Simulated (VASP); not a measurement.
# Settings for C₂F₂: relaxation of the atoms

C₂F₂, molecule in box, 4 atoms in the cell. PBE, relaxation of the atoms; PAW potentials F, C (PBE set). VASP 6.6.1.

Wanted: energy within 1 meV/atom; two shortest distances of each atom within 0.01 Å.

POSCAR:
```
CF
1.0
   10.0000000000      0.0000000000      0.0000000000
    0.0000000000     10.0000000000      0.0000000000
    0.0000000000      0.0000000000     13.0000000000
F C
2 2
Direct
    0.4907480000      0.5180550000      0.6450430000
    0.5093760000      0.4900160000      0.3598300000
    0.4949040000      0.5066090000      0.5475630000
    0.5101720000      0.4937200000      0.4580260000
```

The series start from Force threshold EDIFFG (eV/Å): -0.02; Electronic threshold EDIFF (eV): 1e-6; Relaxation method: conjugate gradient, POTIM 0.5; Mixing and least electronic steps: default. Each series keeps the choices made before it, and each single choice may use up half of a tolerance.

## Force threshold EDIFFG (eV/Å)

| Force threshold EDIFFG (eV/Å) | Energy less reference (meV/atom) | Two shortest distances of each atom, largest deviation (Å) | Time (s) |
|---|---|---|---|
| -0.1 | 0.4 | 0.001 | 44 |
| -0.05 | 0.2 | 0.001 | 51 |
| -0.03 | 0.2 | 0.001 | 56 |
| -0.02 | 0.1 | 0.000 | 67 |
| -0.01 (reference) | 0.0 | 0.000 | 129 |
| -0.005 | no result | no result | 189 |
| -0.002 | no result | no result | 186 |

Chosen: -0.1, the loosest value from which every tighter one stays within half of the tolerance (runs without a result left aside).

## Electronic threshold EDIFF (eV)

| Electronic threshold EDIFF (eV) | Energy less reference (meV/atom) | Two shortest distances of each atom, largest deviation (Å) | Time (s) |
|---|---|---|---|
| 0.001 | 0.0 | 0.001 | 20 |
| 0.0001 | 0.0 | 0.002 | 21 |
| 1e-5 | 0.0 | 0.002 | 29 |
| 1e-6 | 0.0 | 0.001 | 44 |
| 1e-7 (reference) | 0.0 | 0.000 | 57 |

Chosen: 0.001, the loosest value from which every tighter one stays within half of the tolerance.

## Relaxation method

| Relaxation method | Energy less reference (meV/atom) | Two shortest distances of each atom, largest deviation (Å) | Time (s) |
|---|---|---|---|
| conjugate gradient, POTIM 0.5 | 0.0 | 0.000 | 20 |
| conjugate gradient, POTIM 0.2 | 0.0 | 0.001 | 21 |
| conjugate gradient, POTIM 1.0 | 0.0 | 0.001 | 17 |
| quasi-Newton, POTIM 0.5 | 0.4 | 0.001 | 12 |
| quasi-Newton, POTIM 0.3, 10 steps kept | 0.1 | 0.002 | 9.7 |
| quasi-Newton, POTIM 0.5, at least 5 electronic steps | 0.6 | 0.001 | 14 |
| damped dynamics, POTIM 0.2, SMASS 0.4 | no result | no result | 614 |
| damped dynamics, POTIM 0.4, SMASS 0.8 | no result | no result | 1679 |
| velocity quench, POTIM 0.1 | 1586.0 | 4.142 | 769 |

Chosen: quasi-Newton, POTIM 0.3, 10 steps kept, the fastest of those that stay within half of the tolerance.

## Mixing and least electronic steps

| Mixing and least electronic steps | Energy less reference (meV/atom) | Two shortest distances of each atom, largest deviation (Å) | SCF iterations | Time (s) |
|---|---|---|---|---|
| default | 0.0 | 0.000 | 33 | 9.7 |
| MAXMIX 40 | 0.1 | 0.001 | 29 | 7.9 |
| NELMIN 4 | 0.1 | 0.001 | 35 | 9.3 |
| NELMIN 4, MAXMIX 40 | -0.1 | 0.001 | 39 | 10 |
| ALGO Fast | -0.1 | 0.001 | 34 | 11 |

Chosen: MAXMIX 40; it saves 1.8 s of 9.7, so default would do nearly as well.

## All choices together

| Input | Energy less reference (meV/atom) | Two shortest distances of each atom, largest deviation (Å) | Time (s) |
|---|---|---|---|
| program defaults (naive) | 2.5 | 0.006 | 13 |
| chosen settings | 0.6 | 0.001 | 7.9 |
| reference settings throughout | 0.0 | 0.000 | 146 |

The tolerance is met.

Values of the reference run: Two shortest distances of each atom: 1.195, 1.195, 1.299, 1.299, 1.299, 1.299, 2.494, 2.494 A.

## The input

INCAR:
```
SYSTEM = CF
ALGO = Normal
EDIFF = 0.001
EDIFFG = -0.1
ENCUT = 400
IBRION = 1
ISIF = 2
ISMEAR = 0
ISYM = 0
KPAR = 1
LASPH = .True.
LCHARG = .False.
LREAL = .False.
LWAVE = .False.
MAXMIX = 40
NELM = 100
NFREE = 10
NSW = 150
POTIM = 0.3
PREC = Normal
SIGMA = 0.01
```

KPOINTS:
```
k-points
0
Gamma
  1 1 1
```

Commands:
```
cat potpaw_PBE.64/F/POTCAR potpaw_PBE.64/C/POTCAR > POTCAR
mpirun -np 4 vasp_gam > vasp.out
```

The chosen input took VASP 6.6.1 7.9 s on 4 cores (AMD EPYC 9R45 (Zen 5)), a shared host.

## An input that fails: ionic step far too long

VASP's message: internal error in: us.F  at line: 1398 internal ERROR SETYLM_AUG: -68 96 2358 32 -69 95 95 If you are not a developer, you should not encounter this problem. Please submit a bug report.

Changes against the starting input:
```
- NELM = 100
- IBRION = 2
- NSW = 150
- POTIM = 0.5
+ NELM = 60
+ IBRION = 3
+ NSW = 30
+ POTIM = 5.0
+ SMASS = 0.4
```
